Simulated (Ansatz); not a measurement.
**BAs under changes of volume**

One of the cells (13.626 Å³/atom); the others are scaled copies at fixed shape and fractional positions:

```
CELL_PARAMETERS angstrom
0.00000 2.38850 2.38850
2.38850 0.00000 2.38850
2.38850 2.38850 0.00000
ATOMIC_POSITIONS crystal
As 0.75000 0.75000 0.75000
B 0.00000 0.00000 0.00000
```

- Program: Ansatz 0.2.0
- Functional: LDA
- Potentials or basis: JTH PAW LDA
- Cutoff: 1350 eV
- Density cutoff: 6750 eV
- k mesh: 10 × 10 × 10
- Occupations: fermi-dirac, width 0.05 eV
- Spin: no spin polarisation

| volume (Å³/atom) | energy over the lowest point (meV/atom) | pressure (GPa) | gap on the mesh (eV) |
| --- | --- | --- | --- |
| 12.809 | 6.28 | 5.2 | 1.08 |
| 13.081 | ? | ? | ? |
| 13.354 | 0.00 | -1.3 | 1.11 |
| 13.626 | 4.53 | -4.0 | 1.13 |
| 13.899 | 13.50 | -6.5 | 1.15 |
| 14.171 | 26.48 | -8.7 | 1.16 |
| 14.444 | 43.05 | -10.7 | 1.18 |

Q: What does the run at 13.081 Å³/atom give?

A: Energy over the lowest point 0.40 meV/atom; pressure 1.8 GPa; gap on the mesh 1.09 eV.

Worked out: A Birch-Murnaghan fit of order 3 (a polynomial in V^(-2/3)) to the other rows has its minimum at 13.24 Å³/atom with B0 = V·E''(V) = 147 GPa and B' = 4.2. It gives 0.40 meV/atom at 13.081 Å³/atom, against the run's 0.40, and -dE/dV = 1.8 GPa, against 1.8. A straight line through the other rows of the gap, of slope 0.835 eV per unit of ln V, gives 1.10 eV, against the run's 1.09.

Energies are extrapolated to zero smearing.

A mesh can miss the band edges. Spin-orbit coupling on As is left out.
